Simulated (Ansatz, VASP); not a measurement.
## EuS in VASP and in Ansatz

```
CELL_PARAMETERS angstrom
0.00000 2.97850 2.97850
2.97850 0.00000 2.97850
2.97850 2.97850 0.00000
ATOMIC_POSITIONS crystal
Eu 0.00000 0.00000 0.00000
S 0.50000 0.50000 0.50000
```

Alike in both runs: task single point; functional PBE; k mesh 8 × 8 × 8; occupations gaussian, width 0.028 eV; collinear spin, ferromagnetic start.

|  | VASP | Ansatz |
| --- | --- | --- |
| version | VASP 6.6.1 | Ansatz 0.2.0 |
| potentials or method | VASP PAW PBE potentials, release 64 (Eu, S) | Ansatz PAW |
| plane-wave cutoff (eV) | 520 | 420 |
| valence electrons in the cell | 23 | 23 |

```tsv
	VASP	Ansatz	Ansatz less VASP
gap on the k mesh at the Fermi level (eV)	none	none	-
pressure (GPa)	-2.8	-2.5	+0.31
net moment per atom (μB)	3.49	3.49	0.000
size of the moment on the site where the two differ most (μB)	6.59	6.76	+0.171
```

Site moments also hang on the region over which each program counts them. A gap of «none» marks a metal or a gap that the smearing closes.

Caveats: spin-orbit coupling is left out, which moves the levels of the heavy elements; a cell with one magnetic atom can't hold antiferromagnetic order, which such compounds often take; without U or exact exchange the open f shell lies at the Fermi level, which spoils levels, moments and volumes. The state reached can hang on the start; a lower one may exist. With open d or f shells a metallic result of PBE can be an artefact of self-interaction; +U or a hybrid may open a gap.
